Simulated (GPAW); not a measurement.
Runs of GPAW 26.7.0 on GaSb. Symmetry: F-43m, No. 216, cubic system. Conventional cell: a = 6.118 Å, b = 6.118 Å, c = 6.118 Å, α = 90.00°, β = 90.00°, γ = 90.00°. Sb (site symmetry -43m) has 4 Ga at 2.65 Å as nearest neighbours. Around Ga (site symmetry -43m) lie 4 Sb at 2.65 Å. 

| task | level | potentials or basis | cell | k mesh | cutoff (eV) | smearing | maxiter | exx fraction | convergence | displacement | relaxed first | gap on the mesh (eV) | pressure (GPa) |
| --- | --- | --- | --- | --- | --- | --- | --- | --- | --- | --- | --- | --- | --- |
| hybrid scf | r2SCANh+D4 | GPAW PAW data sets (gpaw-data 1.2.1), pw | as given | 3 × 3 × 3 | 400 | fermi-dirac 0.001 eV | 40 | 0.1 | - | - | - | (a) | - |
| electron localisation function | PBEsol | PAW data sets generated in the run's folder for this functional, pw | as given | 4 × 4 × 4 | 510 | fermi-dirac 0.01 eV | 150 | - | - | - | - | 0.03 | 0.0 |
| Born charges | PBEsol+D3(BJ)+ATM | PAW data sets generated in the run's folder for this functional, pw | atoms relaxed | 4 × 4 × 4 | 510 | fermi-dirac 0.01 eV | 150 | - | density=1e-06 eigenstates=1e-09 | 0.02 | ions | 0.03 | -1.6 |
| hybrid scf | r2SCAN50+D4 | GPAW PAW data sets (gpaw-data 1.2.1), pw | as given | 3 × 3 × 3 | 400 | fermi-dirac 0.001 eV | 40 | 0.5 | - | - | - | 3.24 | - |
| one-shot levels on a semilocal density | r2SCAN | GPAW PAW data sets (gpaw-data 1.2.1), pw | as given | 5 × 5 × 5 | 400 | fermi-dirac 0.001 eV | 150 | - | - | - | - | 0.51 | - |

Alike in all rows: no spin polarisation; the mesh is coarse, so values aren't converged.

Problem. Fill in the values left out.

Solution. (a) 1.03.

Caveats: some runs use coarse meshes; spin-orbit coupling is left out, which moves the levels of the heavy elements; the PAW data sets were made with another functional, which shifts forces and pressure a little (some runs); an odd mesh through Γ misses points on the zone boundary, where band edges often lie (some runs); exact exchange converges slowly with the k mesh, and this mesh is small (some runs); the scaled meta-GGA exchange is a class typed in the script (some runs); the cutoff is short for stress and forces, so pressures can be off by a GPa or more (some runs); the LO-TO splitting is left out (some runs).

A k mesh can miss the band edges, and the runs leave out spin-orbit coupling on Ga, Sb.

Runs at the PBE level aren't shown here.
